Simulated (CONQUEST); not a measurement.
Ti under changes of volume

One of the cells (17.676 Å³/atom); the others are scaled copies at fixed shape and fractional positions:

```
Ti
1.0
     3.28200    0.00000    0.00000
     0.00000    3.28200    0.00000
     0.00000    0.00000    3.28200
Ti
2
Cartesian
  0.0000 0.0000 0.0000
  1.6410 1.6410 1.6410
```

This isn't the form of Ti at room conditions, which is hcp.

* Program: CONQUEST 1.3
* Functional: PBE
* Potentials or basis: PseudoDojo NC PBE, DZP, grid of 36 × 36 × 36 points
* k mesh: 8 × 8 × 8
* Occupations: fermi-dirac, width 0.05 eV
* Spin: no spin polarisation

| volume (Å³/atom) | energy over the lowest point (meV/atom) | pressure (GPa) |
| --- | --- | --- |
| 16.616 | 13.38 | 5.7 |
| 16.969 | 3.99 | 3.1 |
| 17.323 | 0.00 | 1.1 |
| 17.676 | ? | ? |
| 18.030 | 6.29 | -3.3 |
| 18.383 | 15.48 | -5.0 |
| 18.737 | 28.83 | -6.7 |

Question: What does the run at 17.676 Å³/atom give?

Answer: Energy over the lowest point 0.55 meV/atom; pressure -1.4 GPa.

Worked out: A Birch-Murnaghan fit of order 3 (a polynomial in V^(-2/3)) to the other rows has its minimum at 17.43 Å³/atom with B0 = V·E''(V) = 106 GPa and B' = 3.4. It gives 0.86 meV/atom at 17.676 Å³/atom, against the run's 0.55, and -dE/dV = -1.4 GPa, against -1.4.

Energies are extrapolated to zero smearing.

Caveats: the basis of atomic orbitals isn't converged, which shifts pressures, moduli and gaps.
